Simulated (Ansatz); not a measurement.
Here is an Ansatz 0.2.0 calculation.

input.yaml

```yaml
crystal:
  lattice:
    - [-2.029189411, 2.029189411, 1.6607599896]
    - [2.029189411, -2.029189411, 1.6607599896]
    - [2.029189411, 2.029189411, -1.6607599896]
  atoms:
    - { symbol: Sn, position: [0.0, 0.0, 0.0] }
hamiltonian:
  xc: pbesol
  pseudopotentials: { kind: paw }
kpoints:
  mp_grid: { grid: [10, 10, 10] }
  band_path:
    path:
      - [[0.0, 0.0, 0.0], [0.0, 0.0, 0.5], [-0.5, 0.5, 0.5], [0.0, 0.0, 0.0], [0.4174590337, 0.4174590337, -0.4174590337], [0.25, 0.25, 0.25], [0.0, 0.5, 0.0], [-0.4174590337, 0.5825409663, 0.4174590337], [-0.5, 0.5, 0.5]]
      - [[0.0, 0.0, 0.5], [0.25, 0.25, 0.25]]
    npoints: 14
scf:
  occupations: { method: fermi_dirac, width: 0.05 }
  n_extra_bands: 6
output:
  forces: true
  stress: true
  eigenvalues: true
  fatbands: true
  write_density: true
  write_potential: true
  elf: true
  volumetric_format: npy
```

Potentials or basis: Ansatz PAW.

Launch:

```sh
$ ansatz run input.yaml --threads 2 --pin off --max-ram 5632MiB --backend cpu --events-out ev --progress --plain --runs-dir out
```

(1) Estimate the pressure.

(2) Estimate the band gap on the k mesh.

Results:

(1) -1.9 GPa.

(2) none (metal or under the smearing width).

Caveat: spin-orbit coupling is left out, which moves the levels of the heavy elements; the PAW data sets come from PBE, with cores solved anew for the run's functional, which leaves a small shift of forces and pressure.
